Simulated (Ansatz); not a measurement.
**Moving the functional in KBr**

The cell as given:

```cif
data_structure
_symmetry_space_group_name_H-M 'Fm-3m'
_symmetry_Int_Tables_number 225
_cell_length_a 6.6000
_cell_length_b 6.6000
_cell_length_c 6.6000
_cell_angle_alpha 90.000
_cell_angle_beta 90.000
_cell_angle_gamma 90.000
_cell_volume 287.50
loop_
_atom_site_label
_atom_site_type_symbol
_atom_site_symmetry_multiplicity
_atom_site_Wyckoff_symbol
_atom_site_fract_x
_atom_site_fract_y
_atom_site_fract_z
_atom_site_occupancy
Br1 Br 4 b 0.50000 0.00000 0.00000 1
K1 K 4 a 0.00000 0.00000 0.00000 1
```

Kept alike: task relaxation of cell and atoms; k mesh 7 × 7 × 7; occupations fermi-dirac, width 0.05 eV; no spin polarisation. Program: Ansatz, all-electron LAPW, scalar-relativistic. The mesh is that of the run's cell of 2 atoms. No spin-orbit coupling.

| run | volume (Å³/atom) |
| --- | --- |
| A | 39.558 |
| B | 35.107 |
| C | 40.920 |
| D | 37.603 |
| E | 32.388 |

The relaxations keep at least the cell's symmetry (Fm-3m). Relaxations stop with a little pressure left, so the last digits of a volume or edge aren't settled. Runs of this series that gave no sound value for these columns are left out.

The runs differ in the functional alone: BLYP; LDA; PBE; PBEsol; revPBE. Which run is which?

Run A is BLYP; run B is PBEsol; run C is revPBE; run D is PBE; run E is LDA. The volume runs from 32.388 (LDA) to 40.920 Å³/atom (revPBE). From PBE: BLYP +1.955; LDA -5.215; PBEsol -2.496; revPBE +3.317. Measured: 35.91 Å³/atom at 298.15 K (a printed reference work); nearest PBEsol, 0.80 Å³/atom off. The runs are for a static lattice.
